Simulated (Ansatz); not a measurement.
The system is Cu.

```xyz
1
Lattice="2.4587 0.0000 0.0000 -0.8585 2.2526 0.0000 -0.6857 -1.1120 2.0688" Properties=species:S:1:pos:R:3 pbc="T T T"
Cu    0.0000    0.0000    0.0000
```

The cell isn't the ideal one: cell strained at random at fixed volume.

| Property | Result |
| --- | --- |
| Program | Ansatz 0.2.0 |
| Task | relaxation of cell and atoms |
| Functional | PBEsol |
| Potentials or basis | all-electron LAPW, scalar-relativistic |
| Basis error allowed | 0.001 eV/atom |
| k mesh | 13 × 13 × 13 |
| Occupations | methfessel-paxton, width 0.1 eV |
| Spin | collinear spin, ferromagnetic start |
| Starting moments | [0.6] μB |

At the start: volume 11.46 Å³/atom.

Where does the relaxation end?

Over 13 steps the energy falls by 45.6 meV/atom and the volume is 11.31 Å³/atom (-1.3 %); space group Fm-3m (No. 225, to 0.05 Å); moment 0.00 μB per cell.

The path:
```
step  energy change (eV)  largest force (eV/Å)  volume (Å³)
   1              0.0000                0.0000        11.46
   2             -0.0089                0.0000        11.40
   3             -0.0167                0.0000        11.28
   4             -0.0226                0.0000        11.40
   5             -0.0333                0.0000        11.28
   6             -0.0418                0.0000        11.38
   7             -0.0433                0.0000        11.18
   8             -0.0446                0.0000        11.30
   9             -0.0449                0.0000        11.31
  10             -0.0449                0.0000        11.31
  11             -0.0456                0.0000        11.31
  12             -0.0456                0.0000        11.31
  13             -0.0456                0.0000        11.31
```

Final structure:
```
CELL_PARAMETERS angstrom
2.49406 -0.19813 0.29673
-1.05242 2.26386 -0.33865
-0.35624 -1.24402 2.16174
ATOMIC_POSITIONS crystal
Cu 0.00000 0.00000 0.00000
```

Caveat: the starting moments weren't kept.
